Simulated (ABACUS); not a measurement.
The system is Ca.

```
CELL_PARAMETERS angstrom
-2.24000 2.24000 2.24000
2.24000 -2.24000 2.24000
2.24000 2.24000 -2.24000
ATOMIC_POSITIONS crystal
Ca 0.00000 0.00000 0.00000
```

This isn't the form of Ca at room conditions, which is fcc.

| Item | Value |
| --- | --- |
| Program | ABACUS 3.10.1 |
| Task | single point |
| Functional | PBE |
| Potentials or basis | PseudoDojo NC SR 0.4.1 PBE standard |
| Cutoff | 1361 eV |
| Density cutoff | 5442 eV |
| Basis | DZP LCAO (the cutoffs set its grid) |
| k mesh | 8 × 8 × 8 |
| Occupations | fermi-dirac, width 0.05 eV |
| Spin | no spin polarisation |

On this cell: pressure -1.0 GPa; band gap on the k mesh none (metal or under the smearing width).

The same run follows on a disturbed copy (cell strained at random at fixed volume):

```
Ca
1.0
    -2.25163    2.21383    2.23487
     2.21603   -2.23722    2.22267
     2.28387    2.26947   -2.25827
Ca
1
Direct
  0.01023 0.00536 0.01779
```

Problem. What changes?

Solution. The energy (extrapolated to zero smearing) moves by +0.8 meV/atom; pressure -1.0 GPa; band gap on the k mesh none (metal or under the smearing width).

Stress tensor (GPa, compression positive):
```
-0.98 -0.18  0.19
-0.18 -0.98  0.12
 0.19  0.12 -0.98
```

Caveats: the atomic orbitals were generated for these runs and aren't a published set; the cell was measured hot, at 740 K; the basis of atomic orbitals isn't converged, which shifts pressures, moduli and gaps.
